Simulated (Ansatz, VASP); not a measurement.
**Pd in VASP and in Ansatz**

```
Pd
1.0
    -1.57228    1.57228    1.57228
     1.57228   -1.57228    1.57228
     1.57228    1.57228   -1.57228
Pd
1
Direct
  0.00000 0.00000 0.00000
```

Alike in both runs: task single point; functional PBE; k mesh 12 × 12 × 12; occupations fermi-dirac, width 0.05 eV; no spin polarisation.

|  | VASP | Ansatz |
| --- | --- | --- |
| version | VASP 6.6.1 | Ansatz 0.2.0 |
| potentials or method | VASP PAW PBE potentials, release 64 (Pd), cutoff 520 eV | all-electron LAPW, scalar-relativistic |

|  | VASP | Ansatz | Ansatz less VASP |
| --- | --- | --- | --- |
| gap on the k mesh at the Fermi level (eV) | none | none | - |
| pressure (GPa) | -1.4 | -1.2 | +0.19 |

A gap of «none» marks a metal or a gap that the smearing closes. Ansatz ran all-electron here, so the differences hold the error of VASP's frozen core and of both bases.
